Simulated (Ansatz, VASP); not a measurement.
HfC in VASP and in Ansatz

INCAR

```
SYSTEM = HfC
ALGO = Normal
EDIFF = 1E-7
EDIFFG = -0.02
ENCUT = 600
GGA = PE
IBRION = 2
ISIF = 3
ISMEAR = -1
IVDW = 13
LASPH = .True.
LCHARG = .False.
LREAL = .False.
LWAVE = .False.
NELM = 60
NSW = 60
PREC = Accurate
SIGMA = 0.05
```

File KPOINTS:

```
k-points
0
Gamma
  10 10 10
  0 0 0
```

File POSCAR:

```
HfC
1.0
    0.0000000000      2.3250000000      2.3250000000
    2.3250000000      0.0000000000      2.3250000000
    2.3250000000      2.3250000000      0.0000000000
Hf C
1 1
Direct
    0.5000000000      0.5000000000      0.5000000000
    0.0000000000      0.0000000000      0.0000000000
```

Contents of input.yaml:

```yaml
crystal:
  lattice:
    - [0.0, 2.325, 2.325]
    - [2.325, 0.0, 2.325]
    - [2.325, 2.325, 0.0]
  atoms:
    - { symbol: Hf, position: [0.5, 0.5, 0.5] }
    - { symbol: C, position: [0.0, 0.0, 0.0] }
hamiltonian:
  xc: pbe
  pseudopotentials: { kind: paw }
  dispersion: d4
kpoints:
  mp_grid: { grid: [10, 10, 10] }
scf:
  occupations: { method: fermi_dirac, width: 0.05 }
output:
  forces: true
  stress: true
relax:
  f_tol: 0.01
  max_steps: 40
  cell: { stress_tol: 0.05 }
```

Alike in both runs: task relaxation of cell and atoms; functional PBE; dispersion D4; k mesh 10 × 10 × 10; occupations fermi-dirac, width 0.05 eV; no spin polarisation.

|  | VASP | Ansatz |
| --- | --- | --- |
| version | VASP 6.6.1 | Ansatz 0.2.0 |
| potentials or method | VASP PAW PBE potentials, release 64 (Hf_pv, C) | Ansatz PAW |
| plane-wave cutoff (eV) | 600 | 420 |
| valence electrons in the cell | 14 | 30 |

|  | VASP | Ansatz | Ansatz less VASP |
| --- | --- | --- | --- |
| relaxed volume (Å³/atom) | 12.36 | 12.39 | +0.035 |
| relaxed cell length with the largest relative difference (Å) | 3.270 | 3.273 | +0.0031 |
| energy change over the relaxation (meV/atom) | -3 | -2 | +0.9 |

The two sets of potentials don't hold the same shells in valence.

Caveats: pairwise dispersion overbinds metals, which lowers pressure and volume (VASP); the plane-wave basis is chosen anew once the cell has moved, so the energies of steps on either side of that aren't comparable (Ansatz). Spin-orbit coupling is left out, which matters for the levels of Hf.
